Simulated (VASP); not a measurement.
Here is a VASP 6.6.1 calculation.

Contents of INCAR:

```
SYSTEM = In3Se
PREC = Accurate
ENCUT = 450
EDIFF = 1E-6
ISMEAR = 0
SIGMA = 0.02
LREAL = .FALSE.
LASPH = .TRUE.
NELM = 100
ALGO = Normal
ISIF = 2
LWAVE = .FALSE.
LCHARG = .FALSE.
GGA = PE
```

KPOINTS

```
Automatic mesh
0
G
  3 3 3
  0 0 0
```

POSCAR

```
In3Se
1.0
    4.8037580000      0.0000000000      0.0000000000
    0.0000000000      4.8037580000      0.0000000000
    0.0000000000      0.0000000000      4.8037580000
In Se
3 1
Direct
    0.5000000000      0.5000000000      0.0000000000
    0.5000000000      0.0000000000      0.5000000000
    0.0000000000      0.5000000000      0.5000000000
    0.0000000000      0.0000000000      0.0000000000
```

Potentials or basis: VASP PAW PBE potentials, release 64 (In_d_GW, Se_GW).

The run is started by

```bash
$ cat potpaw_PBE.64/In_d_GW/POTCAR potpaw_PBE.64/Se_GW/POTCAR > POTCAR
$ mpirun -np 1 vasp_std > vasp.out
```

(1) What does it give for the band gap on the k mesh?

(2) What does it give for the pressure?

Answers

(1) none (metal or under the smearing width).

(2) -0.3 GPa.

Caveat: the k mesh is coarse (spacing up to 0.44 Å⁻¹), so the values aren't converged.
